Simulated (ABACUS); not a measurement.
GaP, 2 atoms in the cell. The structure is cubic, space group F-43m (No. 216). The conventional cell has a = 5.451 Å, b = 5.451 Å, c = 5.451 Å, α = 90.00°, β = 90.00°, γ = 90.00°. Ga (site symmetry -43m) is surrounded by 4 P at 2.36 Å. P (site symmetry -43m) is surrounded by 4 Ga at 2.36 Å. 

```yaml
Program: ABACUS 3.10.1
Task: band structure
Functional: PBEsol
Potentials_or_basis: GBRV ultrasoft 1.5 PBE
Cutoff: 544 eV
Density_cutoff: 4354 eV
Basis: plane waves
Occupations: fermi-dirac, width 0.05 eV
Spin: no spin polarisation
Radial_cutoff_of_the_potentials_pseudo_rcut: 10 bohr
Threshold_of_the_eigensolver: 1e-07 Ry
Density: read from an earlier self-consistent run
Path: G-X-W-K-G-L-U-W-L-K, U-X
Points_for_each_segment_of_the_path: 10
SCF_threshold_on_the_density: 1e-08
Max_SCF_steps: 100
Eigensolver: dav
Mixing: broyden
Mixing_share: 0.7
Symmetry_key: -1
Bands: 22
```

Potentials or basis: GBRV ultrasoft 1.5 PBE, plane waves.

Launch:

```console
$ OMP_NUM_THREADS=1 mpirun -np 4 abacus > log
```

Hardware: 4 MPI ranks on Intel(R) Xeon(R) Platinum 8259CL CPU @ 2.50GHz (Skylake/Cascade Lake), with other jobs on the host.

Problem. Estimate the wall time of this run.

Solution. Wall time 11 s on 4 MPI ranks on Intel(R) Xeon(R) Platinum 8259CL CPU @ 2.50GHz (Skylake/Cascade Lake), on a shared host, peak memory 0.6 GiB a rank. Counts: scf iterations 1, k points 102, bands 22, ranks 4.
